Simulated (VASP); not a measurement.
TaN:

```
CELL_PARAMETERS angstrom
2.93800 0.00000 0.00000
-1.46900 2.54438 0.00000
0.00000 0.00000 2.88300
ATOMIC_POSITIONS crystal
Ta 0.33333 0.66667 0.50000
N 0.00000 0.00000 0.00000
```

```yaml
Program: VASP 6.6.1
Task: relaxation of cell and atoms
Functional: PBE
Potentials_or_basis: VASP PAW PBE potentials, release 64 (Ta_pv, N_s)
Cutoff: 900 eV
k_mesh: 10 × 10 × 9
Occupations: fermi-dirac, width 0.05 eV
Spin: no spin polarisation
```

At the start: pressure 5.5 GPa; volume 10.78 Å³/atom.

Q: How do energy, volume and symmetry change on relaxing?

A: Over 4 steps the energy falls by 2.9 meV/atom and the volume is 10.95 Å³/atom (+1.6 %); space group P-6m2 (No. 187, to 0.05 Å).

Step by step:
| step | energy change (eV) | largest force (eV/Å) | pressure (GPa) | volume (Å³) |
| --- | --- | --- | --- | --- |
| 1 | 0.0000 | 0.0000 | 5.53 | 21.55 |
| 2 | 0.0266 | 0.0000 | -11.83 | 22.73 |
| 3 | -0.0059 | 0.0000 | -0.05 | 21.90 |
| 4 | -0.0059 | 0.0000 | 0.03 | 21.89 |

Final structure:
```
Ta N
1.0
     2.95217    0.00000    0.00000
    -1.47608    2.55665    0.00000
     0.00000    0.00000    2.90033
Ta N
1 1
Direct
  0.33333 0.66667 0.50000
  0.00000 0.00000 0.00000
```
